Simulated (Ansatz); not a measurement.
**Co: one candidate structure**

Where does Co go from the start given, structure listed in a database for this formula (P6_3/mmc, No. 194)?

Program: Ansatz 0.2.0. Level of theory: DFT PBEsol, scalar-relativistic, plane waves, PAW. These are calculated values, not measurements.

## (1) The structure to begin with

The structure is hexagonal, space group P6_3/mmc (No. 194). The conventional cell has a = 2.471 Å, b = 2.471 Å, c = 8.088 Å, α = 90.00°, β = 90.00°, γ = 120.00°. Around Co (site symmetry -3m) lie 12 Co at 2.47 Å. Co (site symmetry -6m2) has 12 Co at 2.47 Å as nearest neighbours.

Coordinates:

```
CELL_PARAMETERS angstrom
2.47056 0.00000 0.00000
-1.23528 2.13957 0.00000
0.00000 0.00000 8.08823
ATOMIC_POSITIONS crystal
Co 0.00000 0.00000 0.00000
Co 0.33333 0.66667 0.25000
Co 0.00000 0.00000 0.50000
Co 0.66667 0.33333 0.75000
```

(A quick probe on a coarse mesh, which set the mesh and smearing, is not shown.)

## (3) Coarse relaxation

File input.yaml:

```yaml
crystal:
  lattice:
    - [2.4705617809, 0.0, 0.0]
    - [-1.2352808905, 2.1395692639, 0.0]
    - [0.0, 0.0, 8.0882338]
  atoms:
    - { symbol: Co, position: [0.0, 0.0, 0.0], spin: 1.82 }
    - { symbol: Co, position: [0.33333333, 0.66666667, 0.25], spin: 1.85 }
    - { symbol: Co, position: [0.0, 0.0, 0.5], spin: 1.82 }
    - { symbol: Co, position: [0.66666667, 0.33333333, 0.75], spin: 1.85 }
basis:
  ecutwfc: 420
kpoints:
  mp_grid: { grid: [9, 9, 2] }
hamiltonian:
  xc: pbesol
scf:
  occupations: { method: gaussian, width: 0.1 }
  lower_state_search: "off"
output:
  forces: true
  stress: true
  eigenvalues: true
  populations: true
magnetization:
  spin_polarized: true
relax:
  adjacent_minimum: "off"
  f_tol: 0.04
  max_steps: 70
  cell: { stress_tol: 0.4 }
```

The session goes on with these runs: relaxing cell and atoms.

**Question.** What will these runs give?

**Answer**, as computed:

| quantity | value |
| --- | --- |
| cell | a = 2.455 Å, b = 2.455 Å, c = 7.964 Å, α = 90.00°, β = 90.00°, γ = 120.00° |
| space group | P6_3/mmc (No. 194) |
| volume | 10.39 Å³/atom |
| gap on the mesh | none (metal) |
| largest moment | 1.66 μB |

The space group stayed P6_3/mmc, and from the first guess the volume went from 10.69 to 10.39 Å³/atom.
